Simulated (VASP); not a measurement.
GaCo: relaxation of cell and atoms with AM05+D4

The system is GaCo.

```
Ga Co
1.0
     2.87800    0.00000    0.00000
     0.00000    2.87800    0.00000
     0.00000    0.00000    2.87800
Ga Co
1 1
Cartesian
  1.4390 1.4390 1.4390
  0.0000 0.0000 0.0000
```

```
Program                : VASP 6.6.1
Task                   : relaxation of cell and atoms
Functional             : AM05
Dispersion             : D4
Potentials or basis    : VASP PAW PBE potentials, release 64 (Ga_h, Co)
Cutoff                 : 980 eV
k mesh                 : 7 × 7 × 7
Occupations            : gaussian, width 0.05 eV
Spin                   : collinear spin, ferromagnetic start, spin-orbit coupling
Starting moments       : [[0.0, 0.0, 0.0], [0.0, 0.0, 2.0]] μB
Further INCAR settings : ALGO = Normal; EDIFF = 1e-06; IBRION = 2; EDIFFG = -0.02; NSW = 40; ISIF = 3
```

```json
{"Relaxed volume": "11.20 Å³/atom", "Relaxed cell": "a = 2.819 Å, b = 2.819 Å, c = 2.819 Å, α = 90.00°, β = 90.00°, γ = 90.00°", "Space group after relaxing (to 0.05 Å)": "Pm-3m (No. 221)", "Energy gained by relaxing": "27.8 meV/atom", "Ionic steps": "3", "Pressure after relaxing": "-0.2 GPa", "Net moment": "0.12 μB per cell", "Valence electrons inside the program's atomic spheres": "Ga 10.73; Co 8.47", "Dispersion energy per atom": "-0.334 eV"}
```

Step by step:
| step | energy change (eV) | largest force (eV/Å) | pressure (GPa) | volume (Å³) |
| --- | --- | --- | --- | --- |
| 1 | 0.0000 | 0.0000 | -11.60 | 23.84 |
| 2 | 0.0107 | 0.0000 | 16.06 | 20.98 |
| 3 | -0.0556 | 0.0000 | -0.17 | 22.41 |

Final structure:
```
Ga Co
1.0
     2.81919    0.00000    0.00000
     0.00000    2.81919    0.00000
     0.00000    0.00000    2.81918
Ga Co
1 1
Direct
  0.50000 0.50000 0.50000
  0.00000 0.00000 0.00000
```

Moments on the atoms (μB; x, y, z):
```
Ga  0.00 0.00 0.00
Co  0.00 0.00 0.12
```

Run time: 4.7 min on 1 thread of AMD EPYC 9R45 (Zen 5), on a shared host, peak memory 0.36 GiB.

Caveat: the PAW data sets were made with another functional, which shifts forces and pressure a little.
